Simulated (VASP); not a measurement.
Input of a VASP 6.6.1 run:

Contents of INCAR:

```
SYSTEM = TaN
  PREC = Accurate
  ENCUT = 600
  EDIFF = 1E-6
  ISMEAR = -1
  SIGMA = 0.05
  LREAL = .FALSE.
  LASPH = .TRUE.
  NELM = 60
  ALGO = Normal
  ISIF = 3
  LWAVE = .FALSE.
  LCHARG = .FALSE.
  GGA = B5
  ALDAX = 1.0
  AGGAX = 1.0
  AGGAC = 1.0
  ALDAC = 0.0
  IBRION = 2
  NSW = 40
  EDIFFG = -0.005
```

File KPOINTS:

```
regular mesh
0
G
  10 10 5
  0 0 0
```

POSCAR

```
TaN
1.0
    2.9217699809      0.0000000000      0.0000000000
   -1.4608849905      2.5303270275      0.0000000000
    0.0000000000      0.0000000000      5.9165150000
Ta N
2 2
Direct
    0.0000000000      0.0000000000      0.5000000000
    0.0000000000      0.0000000000      0.0000000000
    0.3333333333      0.6666666667      0.2500000000
    0.6666666667      0.3333333333      0.7500000000
```

Potentials or basis: VASP PAW PBE potentials, release 64 (Ta_pv, N).

Command:

```console
$ cat potpaw_PBE.64/Ta_pv/POTCAR potpaw_PBE.64/N/POTCAR > POTCAR
$ mpirun -np 1 vasp_std > vasp.out
```

(1) What does it give for the relaxed cell?

(2) Estimate the band gap on the k mesh.

(3) What does it give for the space group after relaxing (to 0.05 Å)?

(4) Predict the relaxed volume.

Answers

(1) a = 2.961 Å, b = 2.961 Å, c = 5.974 Å, α = 90.00°, β = 90.00°, γ = 120.00°.

(2) none (metal or under the smearing width).

(3) P6_3/mmc (No. 194).

(4) 11.34 Å³/atom.

Caveat: the PAW data sets were made with another functional, which shifts forces and pressure a little.
